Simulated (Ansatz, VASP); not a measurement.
# One calculation of CsSnI3, 6 ways

The starting cell:

```
Cs I Sn
1.0
     6.20570    0.00000    0.00000
     0.00000    6.20570    0.00000
     0.00000    0.00000    6.20570
Cs I Sn
1 3 1
Direct
  0.00000 0.00000 0.00000
  0.50000 0.50000 0.00000
  0.50000 0.00000 0.50000
  0.00000 0.50000 0.50000
  0.50000 0.50000 0.50000
```

The cell was measured well above room temperature.

Alike in all runs: task relaxation of cell and atoms; functional PBE; k mesh 4 × 4 × 4; occupations fermi-dirac, width 0.05 eV; no spin polarisation; no spin-orbit coupling.

| program and potentials | plane-wave cutoff (eV) | notes | equilibrium volume (Å³/atom) |
| --- | --- | --- | --- |
| Ansatz, Ansatz PAW | 420 | 14.8 valence electrons an atom on average | 50.01 |
| VASP, PBE PAW files Cs_sv_GW, I_GW, Sn_d_GW, 600 eV | 600 | 8.8 valence electrons an atom on average | 49.99 |
| VASP, PBE PAW files Cs_sv, I, Sn_d, 600 eV | 600 | 8.8 valence electrons an atom on average | 50.12 |
| VASP, PBE PAW files Cs_sv, I, Sn, 600 eV | 600 | 6.8 valence electrons an atom on average | 49.97 |
| VASP, PBE PAW files Cs_sv, I, Sn_d, release 54, 600 eV | 600 | 8.8 valence electrons an atom on average | 50.12 |
| VASP, PBE PAW files Cs_sv, I, Sn, release 54, 600 eV | 600 | 6.8 valence electrons an atom on average | 49.99 |

The equilibrium volume spans 49.97 (VASP, PBE PAW files Cs_sv, I, Sn, 600 eV) to 50.12 Å³/atom (VASP, PBE PAW files Cs_sv, I, Sn_d, release 54, 600 eV). Relaxations stop with a little pressure left, so the last digit of a volume isn't settled.

The functional is the same throughout but for its coding, so the spread measures potentials, basis and numerics; runs on potential files found faulty are left out.
